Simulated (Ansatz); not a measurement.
A relaxation computed with Ansatz, from input to last step.

```yaml
crystal:
  lattice:
    - [5.7317611754, -5.7317611754, -5.7317611754]
    - [-5.7317611754, -5.7317611754, 5.7317611754]
    - [-5.7317611754, 5.7317611754, -5.7317611754]
  atoms:
    - { symbol: Zn, position: [0.2387920313, 0.2377334718, 0.4866525005], spin: 0.091 }
    - { symbol: Zn, position: [0.2605634198, 0.509021831, 0.2535863849], spin: 0.091 }
    - { symbol: Zn, position: [0.25, 0.75, 0.0] }
    - { symbol: Zn, position: [0.0, 0.25, 0.75] }
    - { symbol: Zn, position: [0.25, 0.0, 0.75] }
    - { symbol: Zn, position: [0.0, 0.5, 0.5] }
    - { symbol: Zn, position: [0.0, 0.75, 0.25] }
    - { symbol: Zn, position: [0.75, 0.25, 0.0] }
    - { symbol: Zn, position: [1.0, 1.0, 1.0] }
    - { symbol: Zn, position: [0.7497596306, 0.5086865218, 0.7555900236], spin: 0.091 }
    - { symbol: Zn, position: [0.7533529526, 0.7618132176, 0.5060755413], spin: 0.091 }
    - { symbol: Zn, position: [0.4958314989, 0.262658636, 0.2521348644], spin: 0.091 }
    - { symbol: Zn, position: [0.75, 0.0, 0.25] }
    - { symbol: Zn, position: [0.5, 0.5, 0.0] }
    - { symbol: Zn, position: [0.4996053193, 0.7566767823, 0.746174651], spin: 0.091 }
    - { symbol: Zn, position: [0.5, 0.0, 0.5] }
    - { symbol: Se, position: [0.0, 0.25, 0.5] }
    - { symbol: Se, position: [0.0, 0.5, 0.25] }
    - { symbol: Se, position: [0.0, 0.75, 0.0] }
    - { symbol: Se, position: [0.75, 0.25, 0.75] }
    - { symbol: Se, position: [0.0, 0.0, 0.75] }
    - { symbol: Se, position: [0.7485351746, 0.4992081825, 0.507476764], spin: 0.091 }
    - { symbol: Se, position: [0.75, 0.75, 0.25] }
    - { symbol: Se, position: [0.5, 0.25, 0.0] }
    - { symbol: Se, position: [0.75, 0.0, 0.0] }
    - { symbol: Se, position: [0.5061441011, 0.5091718718, 0.7577155717], spin: 0.091 }
    - { symbol: Se, position: [0.5059961101, 0.7444230447, 0.5003559265], spin: 0.091 }
    - { symbol: Se, position: [0.2506776027, 0.2517302596, 0.2495064767], spin: 0.091 }
    - { symbol: Se, position: [0.5, 0.0, 0.25] }
    - { symbol: Se, position: [0.25, 0.5, 0.0] }
    - { symbol: Se, position: [0.25, 0.75, 0.75] }
    - { symbol: Se, position: [0.25, 0.0, 0.5] }
    - { symbol: H, position: [0.4913088609, 0.4877476416, 0.4897293348], spin: 0.091 }
  host:
    lattice:
      - [0.0, 2.8658805877, 2.8658805877]
      - [2.8658805877, 0.0, 2.8658805877]
      - [2.8658805877, 2.8658805877, 0.0]
    atoms:
      - { symbol: Zn, position: [0.0, 0.0, 0.0] }
      - { symbol: Se, position: [0.75, 0.75, 0.75] }
basis:
  ecutwfc: 420
  xc_grid: 2
kpoints:
  mp_grid: { grid: [2, 2, 2], shift: [0.5, 0.5, 0.5] }
hamiltonian:
  xc: pbe
scf:
  occupations: { method: gaussian, width: 0.01 }
output:
  forces: true
  stress: false
  eigenvalues: true
  populations: true
  charged_corrections:
    defect_position: [0.5, 0.5, 0.5]
    epsilon: [[10.789, 0.0, 0.0], [0.0, 10.789, 0.0], [0.0, 0.0, 10.789]]
magnetization:
  spin_polarized: true
relax:
  adjacent_minimum: "off"
  f_tol: 0.025
  max_steps: 45
```

```bash
ansatz run input.yaml --threads 4 --pin off --max-ram 10240MiB --backend cpu --events-out ev --progress --plain --runs-dir out
```

All numbers below come from DFT PBE, scalar-relativistic, plane waves, PAW in Ansatz.

The cell holds a point defect: H interstitial, neutral.

Of 4 frames 3 are shown, positions in Å and forces in eV/Å; the SCF threshold varies from step to step.

```xyz
33
Lattice="5.7318 -5.7318 -5.7318 -5.7318 -5.7318 5.7318 -5.7318 5.7318 -5.7318" Properties=species:S:1:pos:R:3:forces:R:3 pbc="T T T" step=1 free_energy_over_end_meV_per_atom=8.91
Zn   -2.7833    0.0580   -2.7954   -0.4611   -0.2726   -0.3741
Zn   -2.8776   -2.9576   -0.0294    0.0541    0.4370    0.3379
Zn   -2.8659   -5.7318    2.8659   -0.0633   -0.0605   -0.0792
Zn   -5.7318    2.8659   -2.8659   -0.0547    0.0467    0.0223
Zn   -2.8659    2.8659   -5.7318   -0.0091    0.0215   -0.0203
Zn   -5.7318    0.0000    0.0000   -0.0760    0.0658    0.1159
Zn   -5.7318   -2.8659    2.8659    0.0149    0.0693   -0.0033
Zn    2.8659   -5.7318   -2.8659    0.0519   -0.0504   -0.0286
Zn   -5.7318   -5.7318   -5.7318    0.0173    0.0473    0.0421
Zn   -2.9491   -2.8823   -5.7126    0.1999    0.2720   -0.2030
Zn   -2.9492   -5.7839   -2.8522    0.7066   -0.0271   -0.2952
Zn   -0.1087   -2.9023   -2.7817    0.5340   -0.0346   -0.5366
Zn    2.8659   -2.8659   -5.7318   -0.0213    0.0843    0.0581
Zn    0.0000   -5.7318    0.0000    0.0016   -0.0405   -0.0005
Zn   -5.7504   -2.9238   -2.8034   -0.0655    0.2993   -0.3624
Zn    0.0000    0.0000   -5.7318    0.1325   -0.0472   -0.0724
Se   -4.2988    1.4329   -1.4329    0.0128    0.0147    0.0053
Se   -4.2988   -1.4329    1.4329    0.0560   -0.1491   -0.1480
Se   -4.2988   -4.2988    4.2988   -0.1197   -0.1494   -0.1599
Se   -1.4329   -1.4329   -7.1647   -0.1148   -0.0482    0.0557
Se   -4.2988    4.2988   -4.2988   -0.1562   -0.1896   -0.1659
Se   -1.4797   -4.2430   -4.3378    0.1935   -0.6222    0.2538
Se   -1.4329   -7.1647   -1.4329   -0.0923    0.0283   -0.1150
Se    1.4329   -4.2988   -1.4329   -0.0636    0.0130    0.0102
Se    4.2988   -4.2988   -4.2988   -0.0520   -0.0804    0.0123
Se   -4.3604   -1.4765   -4.3257    0.2068    0.4400    0.4950
Se   -4.2345   -4.2992   -1.5013   -0.6679   -0.1816    0.5869
Se   -1.4361   -1.4496   -1.4241   -0.0979    0.2534    0.4372
Se    1.4329   -1.4329   -4.2988   -0.1693   -0.1264    0.1813
Se   -1.4329   -4.2988    1.4329    0.0463   -0.0320    0.0336
Se   -7.1647   -1.4329   -1.4329   -0.0039   -0.0466    0.0685
Se   -1.4329    1.4329   -4.2988    0.0977    0.0740   -0.0962
H    -2.7866   -2.8047   -2.8274   -0.0372   -0.0080   -0.0557
33
Lattice="5.7318 -5.7318 -5.7318 -5.7318 -5.7318 5.7318 -5.7318 5.7318 -5.7318" Properties=species:S:1:pos:R:3:forces:R:3 pbc="T T T" step=2 free_energy_over_end_meV_per_atom=1.37
Zn   -2.8205    0.0352   -2.8399   -0.1174   -0.0641   -0.0925
Zn   -2.8803   -2.9146   -0.0010    0.0662    0.2002    0.0595
Zn   -2.8725   -5.7458    2.8543    0.0295    0.0187    0.0200
Zn   -5.7451    2.8717   -2.8602   -0.0028   -0.0094    0.0142
Zn   -2.8760    2.8629   -5.7424    0.0040   -0.0234   -0.0145
Zn   -5.7218   -0.0150   -0.0088   -0.0183    0.0372   -0.0188
Zn   -5.7366   -2.8626    2.8649   -0.0195   -0.0244    0.0079
Zn    2.8604   -5.7446   -2.8756   -0.0105    0.0143    0.0160
Zn   -5.7200   -5.7089   -5.7199    0.0056    0.0064   -0.0180
Zn   -2.9063   -2.8813   -5.6845    0.1386    0.0623   -0.1443
Zn   -2.9353   -5.7582   -2.8478    0.2969    0.0746   -0.1066
Zn   -0.0669   -2.8865   -2.8264    0.2122   -0.0145   -0.1829
Zn    2.8567   -2.8522   -5.7302    0.0082   -0.0194   -0.0336
Zn    0.0069   -5.7399    0.0058   -0.0471    0.0390   -0.0604
Zn   -5.7395   -2.8763   -2.8550   -0.0055    0.0944   -0.1220
Zn   -0.0140   -0.0431   -5.7165    0.0373    0.0728   -0.0708
Se   -4.2963    1.4326   -1.4424   -0.0276    0.0509    0.0722
Se   -4.3055   -1.4451    1.4264    0.0750   -0.0252   -0.0284
Se   -4.2860   -4.2941    4.2923   -0.1039   -0.0213    0.0090
Se   -1.4569   -1.4431   -7.1613   -0.0038   -0.0515    0.0528
Se   -4.3038    4.2924   -4.2999   -0.0898   -0.0641   -0.0565
Se   -1.4389   -4.3212   -4.3093   -0.0524   -0.1184    0.0791
Se   -1.4426   -7.1557   -1.4432    0.0057   -0.0417    0.0750
Se    1.4239   -4.3047   -1.4442    0.0031   -0.0003    0.0397
Se    4.2849   -4.2952   -4.2980    0.0580    0.0098   -0.0034
Se   -4.2914   -1.4052   -4.2869   -0.0926   -0.0503    0.1174
Se   -4.3081   -4.3012   -1.4359   -0.1987   -0.1616    0.1475
Se   -1.4254   -1.4237   -1.4149   -0.0798    0.0384    0.1904
Se    1.4194   -1.4523   -4.2807   -0.0738   -0.0401    0.0283
Se   -1.4328   -4.3009    1.4345    0.0013   -0.0608    0.0000
Se   -7.1667   -1.4406   -1.4362   -0.0301    0.0285    0.0019
Se   -1.4318    1.4334   -4.3138    0.0466    0.0518    0.0297
H    -2.8010   -2.8353   -2.8483   -0.0144   -0.0084   -0.0076
33
Lattice="5.7318 -5.7318 -5.7318 -5.7318 -5.7318 5.7318 -5.7318 5.7318 -5.7318" Properties=species:S:1:pos:R:3:forces:R:3 pbc="T T T" step=4 free_energy_over_end_meV_per_atom=0.00
Zn   -2.8697    0.0015   -2.8622   -0.0050   -0.0048    0.0011
Zn   -2.8738   -2.8739    0.0052    0.0005    0.0043    0.0005
Zn   -2.8727   -5.7369    2.8682   -0.0011    0.0005    0.0032
Zn   -5.7416    2.8622   -2.8618    0.0039   -0.0033   -0.0005
Zn   -2.8738    2.8606   -5.7296    0.0006    0.0003    0.0025
Zn   -5.7264   -0.0152   -0.0075   -0.0044    0.0002    0.0017
Zn   -5.7392   -2.8696    2.8696    0.0009   -0.0010   -0.0002
Zn    2.8595   -5.7362   -2.8630   -0.0019   -0.0001    0.0017
Zn   -5.7267   -5.7238   -5.7174   -0.0018   -0.0031    0.0018
Zn   -2.8739   -2.8713   -5.7265    0.0008    0.0005   -0.0048
Zn   -2.8747   -5.7388   -2.8622    0.0030   -0.0008    0.0007
Zn   -0.0102   -2.8709   -2.8604    0.0113   -0.0027   -0.0021
Zn    2.8588   -2.8694   -5.7271    0.0000   -0.0017    0.0006
Zn   -0.0139   -5.7290   -0.0055   -0.0038    0.0013    0.0013
Zn   -5.7401   -2.8690   -2.8616    0.0035   -0.0023    0.0017
Zn   -0.0150   -0.0166   -5.7197   -0.0029    0.0043    0.0015
Se   -4.3033    1.4310   -1.4317   -0.0001   -0.0008   -0.0018
Se   -4.3026   -1.4406    1.4373    0.0005    0.0008   -0.0007
Se   -4.3027   -4.3005    4.3007    0.0002    0.0025    0.0019
Se   -1.4440   -1.4403   -7.1609    0.0013    0.0000    0.0000
Se   -4.3043    4.2920   -4.2932    0.0016    0.0019    0.0020
Se   -1.4298   -4.3162   -4.3056    0.0007    0.0013   -0.0007
Se   -1.4422   -7.1700   -1.4310   -0.0009    0.0002    0.0000
Se    1.4261   -4.3019   -1.4322   -0.0003    0.0020   -0.0020
Se    4.2914   -4.3001   -4.2921    0.0003    0.0014   -0.0015
Se   -4.3139   -1.4263   -4.3025   -0.0011   -0.0034   -0.0007
Se   -4.3168   -4.3146   -1.4196    0.0019    0.0032   -0.0033
Se   -1.4302   -1.4260   -1.4165   -0.0025    0.0020   -0.0007
Se    1.4251   -1.4413   -4.2910    0.0009    0.0010   -0.0023
Se   -1.4415   -4.3027    1.4368    0.0008    0.0004   -0.0004
Se   -7.1731   -1.4395   -1.4313    0.0016    0.0002   -0.0013
Se   -1.4402    1.4301   -4.2952   -0.0006   -0.0013    0.0018
H    -2.8340   -2.8559   -2.8557   -0.0081   -0.0030   -0.0008
```

The run took 2.4 min on 4 threads of Intel(R) Xeon(R) 6975P-C (Granite Rapids) (shared host), peak memory 4.2 GiB.